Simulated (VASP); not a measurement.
Runs of VASP 6.6.1 on Te2Mo. It takes space group P6_3/mmc (No. 194, hexagonal). Conventional cell: a = 3.518 Å, b = 3.518 Å, c = 13.974 Å, α = 90.00°, β = 90.00°, γ = 120.00°. Around Te (site symmetry 3m) lie 3 Mo at 2.72 Å. Mo (site symmetry -6m2) has 6 Te at 2.72 Å as nearest neighbours. 

| level | gap on the mesh (eV) | pressure (GPa) | relaxed volume (Å³/atom) | largest force (eV/Å) |
| --- | --- | --- | --- | --- |
| revPBE+D4 | 0.69 | 0.0 | 23.76 | 0.01 |
| revPBE+D3 | 0.90 | 0.0 | (a) | - |
| revPBE+D2 | (b) | 0.0 | 25.07 | 0.01 |
| revPBE+D3(BJ) | 0.63 | 0.0 | 23.15 | 0.01 |
| revPBE | (c) | 0.0 | 33.40 | 0.01 |

Alike in all rows: task relaxation of cell and atoms; potentials or basis VASP PAW PBE potentials, release 64 (Te, Mo_sv); no spin polarisation; cell relaxed; k mesh 7 × 7 × 2; cutoff (eV) 600; smearing fermi-dirac 0.05 eV.

Question: Estimate the missing entries.

Answer: (a) 25.38; (b) 0.85; (c) 1.34.

Caveats: the PAW data sets were made with another functional, which shifts forces and pressure a little; spin-orbit coupling is left out, which moves the levels of the heavy elements; an odd mesh through Γ misses points on the zone boundary, where band edges often lie; the volume moved by over 15 % at a fixed basis, so the end points are rough (some runs); this functional lacks dispersion, which binds the layers, so the pressure and a relaxed spacing across them are unreliable, and here the layers came unbound (some runs).

A k mesh can miss the band edges, and the runs leave out spin-orbit coupling on Mo, Te.
